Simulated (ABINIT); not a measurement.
# As (Pm-3m) in ABINIT: a series of runs, part 2 of 2

ABINIT 10.8.3 (patched build). The steps go on from the part before.

## 5. Single point, PBE

Input file run.py:

```python
import json, os
import numpy as np
from ase.units import GPa
from ase.calculators.abinit import Abinit, AbinitProfile
from ase.io import read

atoms = read('As.xyz')

profile = AbinitProfile(command='abinit', pp_paths=[os.path.abspath('pseudos')])
params = dict(
    pps='pawxml', xc='PBE',
    ecut=408.1708,
    pawecutdg=816.3416,
    pawxcdev=0,
    kptopt=1,
    ngkpt=[10, 10, 10],
    nshiftk=1,
    shiftk=[0.0, 0.0, 0.0],
    ixc=11,
    nband=12,
    occopt=3,
    tsmear=0.05,
    nstep=100,
    tolvrs=1e-09,
    prtwf=0,
    prtden=0,
)

atoms.calc = Abinit(profile=profile, directory='run', **params)
energy = atoms.get_potential_energy()
forces = atoms.get_forces()
stress = atoms.get_stress()
print(f'energy {energy:.6f} eV')
print('forces (eV/A)')
print(np.round(forces, 5))
print('stress (GPa, Voigt, tension positive)', np.round(stress / GPa, 4))
json.dump(dict(energy=energy, forces=forces.tolist(), stress=stress.tolist(), cell=atoms.cell.tolist(), frac=atoms.get_scaled_positions(wrap=False).tolist()), open('results.json', 'w'))
```

Input file As.xyz:

```xyz
1
Lattice="2.7036817444 0.0000000000 0.0000000000 0.0000000000 2.7036817444 0.0000000000 0.0000000000 0.0000000000 2.7036817444" Properties=species:S:1:pos:R:3 pbc="T T T"
As     1.3518408722      1.3518408722      1.3518408722
```

Launch:

```console
> python run.py
```

Run time: 6.2 s. Hardware: 1 thread of Arm Neoverse V1, shared host; peak memory 0.08 GiB.

The run converged. Its results:

| Quantity | Value |
| --- | --- |
| Free energy | -3098.4450 eV |
| Pressure | 2.2 GPa |
| Band gap on the k mesh | none (metal or under the smearing width) |
| Valence electrons inside the program's atomic spheres | As 12.59 (radii [1.1133] Å) |

Levels at points of the mesh, in eV from the Fermi level:
| k point | band 3 | band 4 | band 5 | band 6 | band 7 | band 8 | band 9 | band 10 | band 11 | band 12 |
| --- | --- | --- | --- | --- | --- | --- | --- | --- | --- | --- |
| (0.00, 0.00, 0.00) | -35.87 | -35.87 | -35.87 | -14.94 | 4.18 | 4.18 | 4.18 | 8.65 | 8.65 | 10.60 |
| (0.50, 0.00, 0.00) | -35.89 | -35.87 | -35.86 | -11.79 | -6.89 | 6.48 | 6.48 | 11.45 | 14.15 | 15.04 |
| (0.50, 0.50, 0.00) | -35.89 | -35.89 | -35.82 | -8.51 | -4.22 | -4.22 | 2.57 | 8.65 | 16.99 | 18.09 |
| (0.50, 0.50, 0.50) | -35.92 | -35.82 | -35.82 | -4.90 | -1.79 | -1.79 | -1.79 | 6.02 | 6.02 | 6.02 |

## 6. Single point, PBE (cell strained at random at fixed volume)

Input file run.abi:

```
# Pseudopotentials
pp_dirpath "./"
pseudos "As.GGA_PBE-JTH.xml"

# Structure
acell 2.7101226658 2.7299579875 2.6724263386 Angstrom
rprim
     0.9999698664    -0.0064126249    -0.0043754477
    -0.0063660320     0.9999054976     0.0121848029
    -0.0044371663     0.0124471158     0.9999126866
ntypat 1
znucl 33
natom 1
typat 1
xred
     0.4843510000     0.5055250000     0.4963750000
chkprim 0
chksymtnons 0
tolsym 1.0e-6

# Plane-wave basis
ecut 15.0
pawecutdg 30.0
pawxcdev 0

# k points
kptopt 1
ngkpt 10 10 10
nshiftk 1
shiftk 0.0 0.0 0.0

# Exchange and correlation
ixc 11

# Bands and occupations
nband 12
occopt 3
tsmear 0.05 eV

# SCF cycle
nstep 100
tolvrs 1.0e-9

# Output
iomode 3
prtwf 0
prteig 0
prtebands 0
enunit 2
prtden 1
prtvha 1
prtvclmb 1
prtpot 1
```

Potentials or basis: JTH PAW PBE v2.0.

Launch:

```console
> abinit run.abi > log 2>&1
```

run.abo:

```text
.Version 10.8.3 of ABINIT
 Symmetries : space group P-1 (#  2); Bravais aP (primitive triclinic)
================================================================================
 Values of the parameters that define the memory need of the present run
     intxc =       0    ionmov =       0      iscf =      17    lmnmax =      18
     lnmax =       6     mgfft =      18  mpssoang =       3    mqgrid =    3001
     natom =       1  nloc_mem =       2    nspden =       1   nspinor =       1
    nsppol =       1      nsym =       2    n1xccc =       1    ntypat =       1
    occopt =       3   xclevel =       2
       mpw =         381          nfft =        5832          nkpt =         504
 PAW method is used; the additional fine FFT grid is defined by:
   mgfftf=        27    nfftf =     19683
================================================================================
================================================================================

--------------------------------------------------------------------------------
------------- Echo of variables that govern the present computation ------------
--------------------------------------------------------------------------------
 -outvars: echo values of preprocessed input variables --------
            acell      5.1213896060E+00  5.1588729316E+00  5.0501538716E+00 Bohr
              amu      7.49215900E+01
          chkprim           0
      chksymtnons           0
             ecut      1.50000000E+01 Hartree
           enunit           2
                       outvar_i_n : Printing only first  50 k-points.
              ixc          11
                       outvar_i_n : Printing only first  50 k-points.
         kptrlatt       10    0    0      0   10    0      0    0   10
          kptrlen      5.05015387E+01
            natom           1
            nband          12
            ngfft          18      18      18
          ngfftdg          27      27      27
             nkpt         504
            nstep         100
             nsym           2
           ntypat           1
                       prtocc : prtvol=0, do not print more k-points.
           occopt           3
        pawecutdg      3.00000000E+01 Hartree
         pawxcdev           0
        prtebands           0
           prteig           0
           prtpot           1
         prtvclmb           1
           prtvha           1
            prtwf           0
            rprim      9.9996986640E-01 -6.4126249000E-03 -4.3754477000E-03
[... 144 lines left out ...]
  -1.06784   -1.06742   -1.06398   -1.06391   -1.06386   -0.29498    0.39569    0.40509
   0.42358    0.56609    0.57597    0.64614
      occupation numbers for kpt#   1
   2.00000    2.00000    2.00000    2.00000    2.00000    2.00000    0.00000    0.00000
   0.00000    0.00000    0.00000    0.00000
 prteigrs : prtvol=0 or 1, do not print more k-points.

 Fermi (or HOMO) energy (eV) =   6.88984   Average Vxc (eV)= -10.25873
 Eigenvalues (   eV  ) for nkpt= 504  k points:
 kpt#   1, nband= 12, wtk=  0.00100, kpt=  0.0000  0.0000  0.0000 (reduced coord)
 -29.05730  -29.04587  -28.95224  -28.95049  -28.94904   -8.02680   10.76730   11.02300
  11.52606   15.40398   15.67304   17.58227
 prteigrs : prtvol=0 or 1, do not print more k-points.

--- !EnergyTerms
iteration_state     : {dtset: 1, }
comment             : Components of total free energy in Hartree
kinetic             :  3.90112526384753E+00
hartree             :  3.09291959580840E+01
xc                  : -2.14308501686480E+00
Ewald energy        : -6.24701523351900E+01
psp_core            :  2.63568288684511E+00
local_psp           : -8.49476447776749E+01
PAW spherical_terms : -1.77065404512450E+00
internal            : -1.13865532066078E+02
'-kT*entropy'       : -7.99046411570374E-05
total_energy        : -1.13865611970719E+02
total_energy_eV     : -3.09844114747023E+03
...

--- !EnergyTermsDC
iteration_state     : {dtset: 1, }
comment             : '"Double-counting" decomposition of free energy'
band_energy         : -1.05082965635567E+01
Ewald energy        : -6.24701523351900E+01
psp_core            :  2.63568288684511E+00
xc_dc               : -3.03015765660412E+01
PAW spherical_terms : -1.32211742881634E+01
internal            : -1.13865516866106E+02
'-kT*entropy'       : -7.99046411570374E-05
total_energy_dc     : -1.13865596770747E+02
total_energy_dc_eV  : -3.09844073385793E+03
...

--- !EnergyTermsWithPAWCore
iteration_state     : {dtset: 1, }
comment             : 'Components of total free energy, including PAW core contributions'
Total energy        : -2.26097374285420E+03
Total energy DC     : -2.26097372765423E+03
Total energy (eV)   : -6.15242298088269E+04
Total energy DC (eV): -6.15242293952146E+04
...

 Cartesian components of stress tensor (hartree/bohr^3)
  sigma(1 1)= -6.05044739E-05  sigma(3 2)=  2.88890039E-05
  sigma(2 2)= -1.54382316E-05  sigma(3 1)= -1.46944456E-05
  sigma(3 3)= -1.53517911E-04  sigma(2 1)= -9.90409146E-06

-Cartesian components of stress tensor (GPa)         [Pressure=  2.2503E+00 GPa]
- sigma(1 1)= -1.78010308E+00  sigma(3 2)=  8.49943838E-01
- sigma(2 2)= -4.54208455E-01  sigma(3 1)= -4.32325516E-01
- sigma(3 3)= -4.51665287E+00  sigma(2 1)= -2.91388431E-01

== END DATASET(S) ==============================================================
================================================================================

 -outvars: echo values of variables after computation  --------
            acell      5.1213896060E+00  5.1588729316E+00  5.0501538716E+00 Bohr
           etotal     -1.1386559677E+02
            fcart     -0.0000000000E+00 -0.0000000000E+00 -0.0000000000E+00
            rprim      9.9996986640E-01 -6.4126249000E-03 -4.3754477000E-03
                      -6.3660320000E-03  9.9990549760E-01  1.2184802900E-02
                      -4.4371663000E-03  1.2447115800E-02  9.9991268660E-01
           strten     -6.0504473896E-05 -1.5438231593E-05 -1.5351791087E-04
                       2.8889003860E-05 -1.4694445619E-05 -9.9040914580E-06
           xangst      1.2979395347E+00  1.3880254744E+00  1.3374821498E+00
             xred      4.8435100000E-01  5.0552500000E-01  4.9637500000E-01
 Calculation completed.
```

Run time: 39 s. Hardware: 1 thread of Arm Neoverse V1, shared host; peak memory 0.16 GiB.

What came out:

- Free energy: -3098.4407 eV
- Pressure: 2.3 GPa
- Band gap on the k mesh: none (metal or under the smearing width)
- Valence electrons inside the program's atomic spheres: As 12.56 (radii [1.1133] Å)

## 7. The runs side by side

| level | potentials or basis | cell | cutoff (eV) | fine-grid cutoff | gap on the mesh (eV) | pressure (GPa) |
| --- | --- | --- | --- | --- | --- | --- |
| PBEsol | PseudoDojo NC SR PBEsol v0.4.1 standard | as given | 1143 | - | none | -1.5 |
| PBEsol | PseudoDojo NC SR PBEsol v0.4.1 standard | cell strained at random at fixed volume | 1143 | - | none | -1.5 |
| PBE | JTH PAW PBE v2.0 | as given | 408 | 816.342 eV | none | 2.2 |
| PBE | JTH PAW PBE v2.0 | cell strained at random at fixed volume | 408 | 816.342 eV | none | 2.3 |

Alike in all rows: task single point; no spin polarisation; k mesh 10 × 10 × 10; smearing fermi-dirac 0.05 eV.

Total energies depend on the potentials used, so only differences within one code and one set of settings carry meaning.
